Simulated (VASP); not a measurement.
Ta2C: equation of state with LDA

The system is Ta2C.

```xyz
3
Lattice="3.0815 0.0000 0.0000 -1.5408 2.6687 0.0000 0.0000 0.0000 4.8944" Properties=species:S:1:pos:R:3 pbc="T T T"
Ta    1.5408    0.8896    3.6533
Ta    0.0000    1.7791    1.2411
C     0.0000    0.0000    0.0000
```

| Item | Value |
| --- | --- |
| Program | VASP 6.6.1 |
| Task | equation of state |
| Functional | LDA |
| Potentials or basis | VASP PAW LDA potentials, release 64 (Ta_pv, C) |
| Cutoff | 520 eV |
| k mesh | 8 × 8 × 6 |
| Occupations | fermi-dirac, width 0.05 eV |
| Spin | no spin polarisation |
| Ladder | gaps |
| Further INCAR settings | ALGO = Fast; EDIFF = 1e-07 |

| Quantity | Value |
| --- | --- |
| Equilibrium volume | 13.42 Å³/atom |
| Bulk modulus at fixed shape and positions | 301 GPa |
| Pressure derivative of the bulk modulus | 4.1 (rough: it moves with the points fitted) |

Energy against volume, from the lowest point:
| volume (Å³/atom) | energy (meV/atom) |
| --- | --- |
| 12.880 | 22.05 |
| 13.148 | 5.43 |
| 13.417 | 0.00 |
| 13.685 | 4.70 |
| 13.953 | 18.53 |

All runs of the series together: 2.5 min on 1 thread of Intel(R) Xeon(R) Platinum 8259CL CPU @ 2.50GHz (Skylake/Cascade Lake), with other jobs on the host.

Caveat: the cell was scaled at fixed shape and fractional positions, which overstates the stiffness of a crystal with free parameters, most of all of layers and chains. Spin-orbit coupling is left out, which matters for the levels of Ta.
